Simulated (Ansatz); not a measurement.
C, 4 atoms in the cell. Symmetry: R-3m, No. 166, trigonal system. Conventional cell: a = 2.466 Å, b = 2.466 Å, c = 24.848 Å, α = 90.00°, β = 90.00°, γ = 120.00°. Around C (site symmetry 3m) lie 3 C at 1.42 Å. C (site symmetry 3m) is surrounded by 3 C at 1.42 Å. This isn't the form of C at room conditions, which is graphite.

| Quantity | Value |
| --- | --- |
| Program | Ansatz 0.2.0 |
| Task | band structure |
| Functional | rPW86-PBE |
| Dispersion | rVV10 |
| Potentials or basis | Ansatz PAW polarizable |
| Cutoff | 450 eV |
| Density cutoff | 2252 eV |
| k mesh | 12 × 12 × 12 |
| Occupations | fixed |
| Spin | no spin polarisation |
| Path | [["G", "L", "B1"], ["B", "Z", "G", "X"], ["Q", "F", "P1", "Z"], ["L", "P"]] |
| Points for each segment of the path | 14 |

Potentials or basis: Ansatz PAW polarizable.

Command:

```bash
$ ansatz run input.yaml --threads 2 --pin off --max-ram 5120MiB --backend cpu --events-out ev --progress --plain --runs-dir out
```

Hardware: 2 threads of Intel(R) Xeon(R) Platinum 8259CL CPU @ 2.50GHz (Skylake/Cascade Lake), on a shared host.

Estimate the wall time of this run.

Run time: 6.4 s on 2 threads of Intel(R) Xeon(R) Platinum 8259CL CPU @ 2.50GHz (Skylake/Cascade Lake), on a shared host, peak memory 0.47 GiB. Counts: scf iterations 6, plane waves 959, k points 189, bands 9.
